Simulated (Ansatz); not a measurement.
System: zinc-blende AlSb. Method: HSE06 (PAW; Ansatz, an electronic-structure program).

Numerical settings: plane-wave cutoff 460 eV, 8×8×8 k mesh, Fermi–Dirac smearing 0.01 eV, scalar-relativistic PAW data made under PBE.

Energies at three volumes about the minimum:

| V (Å³/atom) | E − E_lowest (meV/atom) |
|---|---|
| 28.616 | 3.35 |
| 29.323 | 0.00 |
| 30.083 | 3.09 |

Task: Fit a parabola by hand: where is the minimum, what lattice constant follows, and what is the bulk modulus?

Result: Slopes: (0.00 − 3.35)/(29.323 − 28.616) = -4.738 and (3.09 − 0.00)/(30.083 − 29.323) = 4.066 meV/Å³. Curvature E″ = 2 × (4.066 − (-4.738))/(30.083 − 28.616) = 12.003 meV/Å⁶. From the middle of the first interval, the slope vanishes at V0 = 28.9695 − (-4.738)/12.003 = 29.364 Å³/atom. B = V0 E″ = 29.364 × 12.003 meV/Å³ × 0.1602 GPa per meV/Å³ = 56.5 GPa. With 8 atoms in the cube, a = (8 × 29.364)^(1/3) = 6.170 Å. The full Birch–Murnaghan fit to all volumes gives V0 = 29.348 Å³/atom and B0 = 56.3 GPa.

Measured, for comparison: bulk modulus 58.2 GPa (temperature not stated, no zero-point or thermal correction; as tabulated in Toher et al. (2017), arXiv:1611.05714); lattice constant a 6.128 Å (low temperature, thermal expansion removed or low-temperature value; zero-point expansion not removed; as tabulated in Zhang et al. (2018), doi:10.1088/1367-2630/aac7f0). Computed less measured: bulk modulus -3.3 %.
